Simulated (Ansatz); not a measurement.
The system is MgO2.

```
CELL_PARAMETERS angstrom
1.60476 0.92651 3.49398
-1.60476 0.92651 3.49398
0.00000 -1.85302 3.49398
ATOMIC_POSITIONS crystal
Mg 0.00000 0.00000 0.00000
O 0.57121 0.57121 0.57121
O 0.42879 0.42879 0.42879
```

The cell comes from a database or a generator and needn't be the stable form of this composition.

* Program: Ansatz 0.2.0
* Task: relaxation of cell and atoms
* Functional: PBE0
* Potentials or basis: Ansatz PAW
* Cutoff: 420 eV (not typed: the program's choice for these potentials)
* k mesh: 6 × 6 × 6
* Occupations: fermi-dirac, width 0.05 eV
* Spin: no spin polarisation

At the start: volume 10.39 Å³/atom.

Task: Where does the relaxation end?

Result: It ends after 8 steps and the volume is 9.93 Å³/atom (-4.4 %); space group R-3m (No. 166, to 0.05 Å).

Step by step:
```csv
step,energy change (eV),largest force (eV/Å),volume (Å³)
1,0.0000,0.9924,31.17
2,-0.0345,0.5058,30.51
3,-0.0479,0.0989,29.77
4,-0.0480,0.0014,29.84
5,-0.0480,0.0019,29.84
6,-0.0443,0.0020,29.84
7,-0.0446,0.0016,29.78
8,-0.0444,0.0016,29.78
```

Final structure:
```cif
data_structure
_symmetry_space_group_name_H-M 'P 1'
_symmetry_Int_Tables_number 1
_cell_length_a 3.9025
_cell_length_b 3.9025
_cell_length_c 3.9025
_cell_angle_alpha 47.715
_cell_angle_beta 47.715
_cell_angle_gamma 47.715
_cell_volume 29.78
loop_
_atom_site_label
_atom_site_type_symbol
_atom_site_fract_x
_atom_site_fract_y
_atom_site_fract_z
_atom_site_occupancy
Mg1 Mg 0.00000 0.00000 0.00000 1
O1 O 0.56979 0.56979 0.56979 1
O2 O 0.43021 0.43021 0.43021 1
```

Caveat: the plane-wave basis is chosen anew once the cell has moved, so the energies of steps on either side of that aren't comparable; the pressure holds a Pulay correction of +0.6 GPa for the finite cutoff; the PAW data sets come from PBE, with cores solved anew for the run's functional, which leaves a small shift of forces and pressure.
